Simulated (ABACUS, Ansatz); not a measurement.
Given: the input of a run of ABACUS 3.10.1 on Hf (Hafnium). 

File INPUT:

```
INPUT_PARAMETERS
suffix              Hf
calculation         scf
basis_type          pw
pseudo_dir          ./
symmetry            1
dft_functional      pbe
ecutwfc             58
pseudo_rcut         10
nspin               1
nbands              16
ks_solver           dav
smearing_method     fd
smearing_sigma      0.00367493
scf_thr             1e-08
scf_nmax            100
mixing_type         broyden
mixing_beta         0.7
cal_force           1
cal_stress          1
kpar                4
```

Contents of STRU:

```
ATOMIC_SPECIES
Hf 178.4900 Hf.upf

LATTICE_CONSTANT
1.8897261246

LATTICE_VECTORS
3.1967000000 0.0000000000 0.0000000000
-1.5983500000 2.7684234083 0.0000000000
0.0000000000 0.0000000000 5.0578000000

ATOMIC_POSITIONS
Direct

Hf
0.0
2
0.6666666667 0.3333333333 0.7500000000 1 1 1
0.3333333333 0.6666666667 0.2500000000 1 1 1
```

The input KPT:

```
K_POINTS
0
Gamma
10 10 5 0 0 0
```

Potentials or basis: PseudoDojo NC SR 0.4.1 PBE standard, plane waves.

The run is started by

```console
$ OMP_NUM_THREADS=1 mpirun -np 4 abacus > log
```

Problem. Set up the same calculation for Ansatz 0.2.0. Potentials or basis there: all-electron LAPW, scalar-relativistic.

Solution. As run (cutoffs and basis follow the program's own potentials, and thresholds, step limits or extra output files can differ):

File input.yaml:

```yaml
crystal:
  lattice:
    - [3.1967, 0.0, 0.0]
    - [-1.59835, 2.7684234083, 0.0]
    - [0.0, 0.0, 5.0578]
  atoms:
    - { symbol: Hf, position: [0.6666666667, 0.3333333333, 0.75] }
    - { symbol: Hf, position: [0.3333333333, 0.6666666667, 0.25] }
kpoints:
  mp_grid: { grid: [10, 10, 5] }
scf:
  occupations: { method: fermi_dirac, width: 0.05 }
hamiltonian:
  xc: pbe
  pseudopotentials: { kind: all_electron, lapw: { basis_error: 0.001 } }
output:
  forces: true
  stress: true
  eigenvalues: true
  populations: true
```

Potentials or basis: all-electron LAPW, scalar-relativistic.

Run with:

```console
$ ansatz run input.yaml --threads 1 --pin off --max-ram 2560MiB --backend cpu --events-out ev --progress --plain --runs-dir out
```

Both were run:

|  | ABACUS | Ansatz |
| --- | --- | --- |
| Pressure | 0.6 GPa | 0.6 GPa |

Where Ansatz's input types no cutoff or centring, it takes its own default and a Γ-centred mesh.

Pressure is positive in compression.
